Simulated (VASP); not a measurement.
# CdSe (Cadmoselite) (P6_3mc) in VASP: settings compared

CdSe (Cadmoselite) is run at these levels: PBEsol, PBE, r2SCAN, LDA; tasks: single point.

Everything below comes from runs of VASP 6.6.1. Logs are shortened: lines on timing, memory, paths and dates and some standing lists are left out, and cuts for length are marked.

**What was measured.**

A printed reference work, data compilation reports, for a bulk crystal of CdSe at 2 K: band gap 1.841 eV.

How close the calculation comes is told below.

## 1. The cell of the first run

Symmetry: P6_3mc, No. 186, hexagonal system. Conventional cell: a = 4.303 Å, b = 4.303 Å, c = 7.019 Å, α = 90.00°, β = 90.00°, γ = 120.00°. Within 3.5 Å of Cd (site symmetry 3m) lie 4 Se at 2.63 to 2.64 Å. Within 3.5 Å of Se (site symmetry 3m) lie 4 Cd at 2.63 to 2.64 Å.

## 2. Single point, PBEsol

Contents of INCAR:

```
SYSTEM = CdSe
PREC     = Accurate       ! precision mode
ENCUT    = 520            ! plane-wave cutoff, eV
EDIFF    = 1E-6           ! SCF threshold, eV
ISMEAR   = -1             ! smearing method
SIGMA    = 0.02           ! smearing width, eV
LREAL    = .False.        ! projectors in reciprocal space
LASPH    = .True.         ! aspherical terms in the spheres
NELM     = 60             ! most SCF steps
ALGO     = Normal         ! electronic algorithm
ISIF     = 2              ! what is computed and relaxed
LWAVE    = .False.        ! write WAVECAR
LCHARG   = .True.         ! write CHGCAR
GGA      = PS             ! functional
LELF     = .True.         ! ELF
LVHAR    = .True.       
NBANDS   = 26             ! bands
```

Contents of KPOINTS:

```
regular mesh
0
Gamma
  6 6 4
  0 0 0
```

Contents of POSCAR:

```
CdSe
1.0
    4.3029326018      0.0000000000      0.0000000000
   -2.1514663009      3.7264489439      0.0000000000
    0.0000000000      0.0000000000      7.0189898753
Cd Se
2 2
Direct
    0.3333333333      0.6666666667      0.0046040455
    0.6666666667      0.3333333333      0.5046040455
    0.3333333333      0.6666666667      0.3803959545
    0.6666666667      0.3333333333      0.8803959545
```

Potentials or basis: VASP PAW PBE potentials, release 64 (Cd, Se).

Run with:

```
$ cat potpaw_PBE.64/Cd/POTCAR potpaw_PBE.64/Se/POTCAR > POTCAR
$ mpirun -np 1 vasp_std > vasp.out
```

OUTCAR:

```text
SYSTEM = CdSe
   PREC = Accurate
   ENCUT = 520
   EDIFF = 1E-6
   ISMEAR = -1
   LREAL = .False.
   LASPH = .True.
   NELM = 60
   ISIF = 2
   GGA = PS

 ion  position               nearest neighbor table
   1  0.333  0.667  0.005-   4 2.63   4 2.63   4 2.63   3 2.64
   2  0.667  0.333  0.505-   3 2.63   3 2.63   3 2.63   4 2.64
   3  0.333  0.667  0.380-   2 2.63   2 2.63   2 2.63   1 2.64
   4  0.667  0.333  0.880-   1 2.63   1 2.63   1 2.63   2 2.64

  LATTYP: Found a hexagonal cell.
 ALAT       =     4.3029326018
 C/A-ratio  =     1.6312107404

  Lattice vectors:

 A1 = (   4.3029326018,   0.0000000000,   0.0000000000)
 A2 = (  -2.1514663009,   3.7264489439,   0.0000000000)
 A3 = (   0.0000000000,   0.0000000000,   7.0189898753)

Analysis of symmetry for initial positions (statically):
=====================================================================
 Subroutine PRICEL returns:
 Original cell was already a primitive cell.

 Routine SETGRP: Setting up the symmetry group for a
 hexagonal supercell.

 Subroutine GETGRP returns: Found 12 space group operations
 (whereof  6 operations were pure point group operations)
 out of a pool of 24 trial point group operations.

The static configuration has the point symmetry C_3v.
 The point group associated with its full space group is C_6v.

Analysis of symmetry for dynamics (positions and initial velocities):
=====================================================================
 Subroutine PRICEL returns:
 Original cell was already a primitive cell.

 Routine SETGRP: Setting up the symmetry group for a
 hexagonal supercell.

 Subroutine GETGRP returns: Found 12 space group operations
 (whereof  6 operations were pure point group operations)
 out of a pool of 24 trial point group operations.

The dynamic configuration has the point symmetry C_3v.
 The point group associated with its full space group is C_6v.

 Subroutine INISYM returns: Found 12 space group operations
 (whereof  6 operations are pure point group operations),
 and found     1 'primitive' translations

----------------------------------------------------------------------------------------

                                     Primitive cell

  volume of cell :     112.5471

  direct lattice vectors                    reciprocal lattice vectors
     4.302932602  0.000000000  0.000000000     0.232399643  0.134175996  0.000000000
    -2.151466301  3.726448944  0.000000000     0.000000000  0.268351993  0.000000000
     0.000000000  0.000000000  7.018989875     0.000000000  0.000000000  0.142470643

  length of vectors
     4.302932602  4.302932602  7.018989875     0.268351993  0.268351993  0.142470643

  position of ions in fractional coordinates (direct lattice)
     0.333333333  0.666666667  0.004604046
     0.666666667  0.333333333  0.504604046
     0.333333333  0.666666667  0.380395955
     0.666666667  0.333333333  0.880395955

  ion indices of the primitive-cell ions
   primitive index   ion index
                 1           1
                 2           2
                 3           3
                 4           4

----------------------------------------------------------------------------------------

 KPOINTS: regular mesh

Automatic generation of k-mesh.
 Grid dimensions read from file:
 generate k-points for:    6    6    4

 Generating k-lattice:

  Cartesian coordinates                     Fractional coordinates (reciprocal lattice)
     0.038733274  0.022362666  0.000000000     0.166666667  0.000000000  0.000000000
     0.000000000  0.044725332  0.000000000     0.000000000  0.166666667  0.000000000
     0.000000000  0.000000000  0.035617661     0.000000000  0.000000000  0.250000000

  Length of vectors
     0.044725332  0.044725332  0.035617661

  Shift w.r.t. Gamma in fractional coordinates (k-lattice)
     0.000000000  0.000000000  0.000000000

 Subroutine IBZKPT returns following result:
 ===========================================

 Found     21 irreducible k-points:

 Following reciprocal coordinates:
            Coordinates               Weight
  0.000000  0.000000  0.000000      1.000000
  0.166667  0.000000  0.000000      6.000000
  0.333333  0.000000  0.000000      6.000000
  0.500000  0.000000  0.000000      3.000000
  0.166667  0.166667  0.000000      6.000000
  0.333333  0.166667  0.000000     12.000000
[... 13 lines left out ...]
  0.333333  0.166667  0.500000     12.000000
  0.333333  0.333333  0.500000      2.000000
   k-points           NKPTS =     21   k-points in BZ     NKDIM =     21   number of bands    NBANDS=     26
   number of dos      NEDOS =    301   number of ions     NIONS =      4
   total plane-waves  NPLWV =  55296
   dimension x,y,z NGX =    32 NGY =   32 NGZ =   54
   dimension x,y,z NGXF=    64 NGYF=   64 NGZF=  108
   ions per type =               2   2
   NGX,Y,Z   is equivalent  to a cutoff of  12.36, 12.36, 12.79 a.u.
   NGXF,Y,Z  is equivalent  to a cutoff of  24.73, 24.73, 25.58 a.u.
 SYSTEM =  CdSe
   PREC   = accura    normal or accurate (medium, high low for compatibility)
   ISTART =      0    job   : 0-new  1-cont  2-samecut
   ICHARG =      2    charge: 1-file 2-atom 10-const
   ISPIN  =      1    spin polarized calculation?
   LNONCOLLINEAR =      F non collinear calculations
   LSORBIT =      F    spin-orbit coupling
   LASPH  =      T    aspherical Exc in radial PAW
   ENCUT  =  520.0 eV  38.22 Ry    6.18 a.u.   8.00  8.00 13.05*2*pi/ulx,y,z
   NELM   =     60;   NELMIN=  2; NELMDL= -5     # of ELM steps
   EDIFF  = 0.1E-05   stopping-criterion for ELM
   LREAL  =      F    real-space projection
   EDIFFG = 0.1E-04   stopping-criterion for IOM
   NSW    =      0    number of steps for IOM
   IBRION =     -1    ionic relax: 0-MD 1-quasi-New 2-CG
   NFREE  =      0    steps in history (QN), initial steepest desc. (CG)
   ISIF   =      2    stress and relaxation
   ISYM   =      2    0-nonsym 1-usesym 2-fastsym
   POTIM  = 0.5000    time-step for ionic-motion
   TEBEG  =    0.0;   TEEND  =   0.0 temperature during run
   PSTRESS=    0.0 pullay stress
   NELECT =      36.0000    total number of electrons
   NUPDOWN=      -1.0000    fix difference up-down
   EMIN   =  10.00;   EMAX   =-10.00  energy-range for DOS
   EFERMI =   0.00;   METHOD = LEGACY
   ISMEAR =    -1;   SIGMA  =   0.02  broadening in eV -4-tet -1-fermi 0-gaus
   EFERMI_NEDOS =   21; number of points for ismear=-14 and -15
   IALGO  =     38    algorithm
   IMIX   =      4    mixing-type and parameters
     AMIX     =   0.40;   BMIX     =  1.00
     AMIX_MAG =   1.60;   BMIX_MAG =  1.00
  volume/ion in A,a.u.               =      28.14       189.88
  Fermi-wavevector in a.u.,A,eV,Ry     =   1.119603  2.115744 17.055064  1.253512
  Thomas-Fermi vector in A             =   2.256244
   LORBIT       =      0    0 simple, 1 ext, 2 COOP (PROOUT), +10 PAW based schemes
   GGA     = PS    functional components
   LHFCALC =     F    Hartree Fock is set to
   AEXX    =    0.0000 exact exchange contribution
   IVDW    =     0    specifies the selected vdW correction
   LEPSILON=     F    determine dielectric tensor
   LRPA    =     F    only Hartree local field effects (RPA)
 non-spin polarized calculation
  energy-cutoff  :      520.00
  volume of cell :      112.55
 maximum number of plane-waves:      3042
   NGX = 17   NGY = 17   NGZ = 27

 number of electron      35.9999992 magnetization

 Free energy of the ion-electron system (eV)
  ---------------------------------------------------
  ext. energy  EPLUGINS =         0.00000000
  ---------------------------------------------------
  free energy    TOTEN  =       -12.34673079 eV

  energy without entropy =      -12.34673077  energy(sigma->0) =      -12.34673078

 E-fermi :   1.0935     XC(G=0):  -9.0892

 val. band max:        0.8164083403   @ k =   0.0000   0.0000   0.0000
 cond. band min:       1.3558020962   @ k =   0.0000   0.0000   0.0000
 fundamental gap:      0.5393937558
 Fermi energy:         1.0934752118

 k-point     1 :       0.0000    0.0000    0.0000
  band No.  band energies     occupation
      1     -11.8128      2.00000
      2     -11.4273      2.00000
      3      -7.0917      2.00000
      4      -7.0845      2.00000
      5      -7.0845      2.00000
      6      -7.0160      2.00000
[... 18 lines left out ...]
     25       7.7644      0.00000
     26       8.4015      0.00000

 k-point     2 :       0.1667    0.0000    0.0000
  band No.  band energies     occupation
      1     -11.7287      2.00000
      2     -11.3897      2.00000
      3      -7.0658      2.00000
      4      -7.0554      2.00000
      5      -7.0216      2.00000
      6      -6.9772      2.00000
[... 18 lines left out ...]
     25       7.9565      0.00000
     26       8.3939      0.00000

 k-point     3 :       0.3333    0.0000    0.0000
  band No.  band energies     occupation
      1     -11.5450      2.00000
      2     -11.3263      2.00000
      3      -7.0214      2.00000
      4      -7.0098      2.00000
      5      -6.9061      2.00000
      6      -6.8926      2.00000
[... 18 lines left out ...]
     25       8.5416      0.00000
     26       8.9609      0.00000

 k-point     4 :       0.5000    0.0000    0.0000
  band No.  band energies     occupation
      1     -11.4346      2.00000
      2     -11.3116      2.00000
      3      -7.0069      2.00000
      4      -6.9949      2.00000
      5      -6.8541      2.00000
      6      -6.8384      2.00000
[... 18 lines left out ...]
     25       8.6440      0.00000
     26      10.3870      0.00000

 k-point     5 :       0.1667    0.1667    0.0000
  band No.  band energies     occupation
      1     -11.5940      2.00000
      2     -11.3399      2.00000
      3      -7.0276      2.00000
      4      -7.0206      2.00000
      5      -6.9285      2.00000
      6      -6.9263      2.00000
[... 18 lines left out ...]
     25       8.5622      0.00000
     26       8.7380      0.00000

 k-point     6 :       0.3333    0.1667    0.0000
  band No.  band energies     occupation
      1     -11.4362      2.00000
      2     -11.3117      2.00000
      3      -7.0173      2.00000
      4      -6.9733      2.00000
      5      -6.8700      2.00000
      6      -6.8588      2.00000
[... 340 lines left out ...]
 k-point    18 :       0.5000    0.0000    0.5000
  band No.  band energies     occupation
      1     -11.3659      2.00000
      2     -11.3659      2.00000
      3      -6.9777      2.00000
      4      -6.9777      2.00000
      5      -6.9214      2.00000
      6      -6.9214      2.00000
[... 18 lines left out ...]
     25       8.6746      0.00000
     26       8.6746      0.00000

 k-point    19 :       0.1667    0.1667    0.5000
  band No.  band energies     occupation
      1     -11.4619      2.00000
      2     -11.4619      2.00000
      3      -6.9859      2.00000
      4      -6.9859      2.00000
      5      -6.9642      2.00000
      6      -6.9642      2.00000
[... 18 lines left out ...]
     25       8.2393      0.00000
     26       8.2393      0.00000

 k-point    20 :       0.3333    0.1667    0.5000
  band No.  band energies     occupation
      1     -11.3668      2.00000
      2     -11.3668      2.00000
      3      -6.9608      2.00000
      4      -6.9608      2.00000
      5      -6.9278      2.00000
      6      -6.9278      2.00000
[... 18 lines left out ...]
     25       8.7041      0.00000
     26       8.7041      0.00000

 k-point    21 :       0.3333    0.3333    0.5000
  band No.  band energies     occupation
      1     -11.3358      2.00000
      2     -11.3358      2.00000
      3      -6.9381      2.00000
      4      -6.9381      2.00000
      5      -6.9271      2.00000
      6      -6.9271      2.00000
[... 18 lines left out ...]
     25       9.5693      0.00000
     26       9.5722      0.00000

------------------------ aborting loop because EDIFF is reached ----------------------------------------

  FORCE on cell =-STRESS in cart. coord.  units (eV):
  Direction    XX          YY          ZZ          XY          YZ          ZX
  --------------------------------------------------------------------------------------
  -------------------------------------------------------------------------------------
  Total        0.2350275      0.2350275      0.2355941      0.0000000      0.0000000      0.0000000
  in kB        3.3457607      3.3457607      3.3538276      0.0000000      0.0000000      0.0000000
  external PRESSURE =       3.3484496 kB  Pullay stress =       0.0000000 kB

 VOLUME and BASIS-vectors are now :
 -----------------------------------------------------------------------------
  energy-cutoff  :      520.00
  volume of cell :      112.55
      direct lattice vectors                 reciprocal lattice vectors
     4.302932602  0.000000000  0.000000000     0.232399643  0.134175996  0.000000000
    -2.151466301  3.726448944  0.000000000     0.000000000  0.268351993  0.000000000
     0.000000000  0.000000000  7.018989875     0.000000000  0.000000000  0.142470643

 POSITION                                       TOTAL-FORCE (eV/Angst)
 -----------------------------------------------------------------------------------
     -0.00000      2.48430      0.03232        -0.000000      0.000000      0.001172
      2.15147      1.24215      3.54181         0.000000      0.000000      0.001172
     -0.00000      2.48430      2.67000         0.000000      0.000000     -0.001172
      2.15147      1.24215      6.17949        -0.000000      0.000000     -0.001172
 -----------------------------------------------------------------------------------
    total drift:                               -0.000000     -0.000000      0.000137

  FREE ENERGIE OF THE ION-ELECTRON SYSTEM (eV)
  ---------------------------------------------------
  free  energy   TOTEN  =       -12.3467307870 eV

  energy  without entropy=      -12.3467307707  energy(sigma->0) =      -12.34673078
```

Wall time 38 s (1 thread of Intel Xeon Platinum 8375C at 2.90GHz (Ice Lake), shared host); peak memory 0.25 GiB.

What came out:

| Property | Result |
| --- | --- |
| Free energy | -12.3467 eV |
| Pressure | 0.3 GPa |
| Band gap on the k mesh | 0.54 eV, direct |

Caveat: the PAW data sets were made with another functional, which shifts forces and pressure a little.

(Continued in part 2 of 2.)
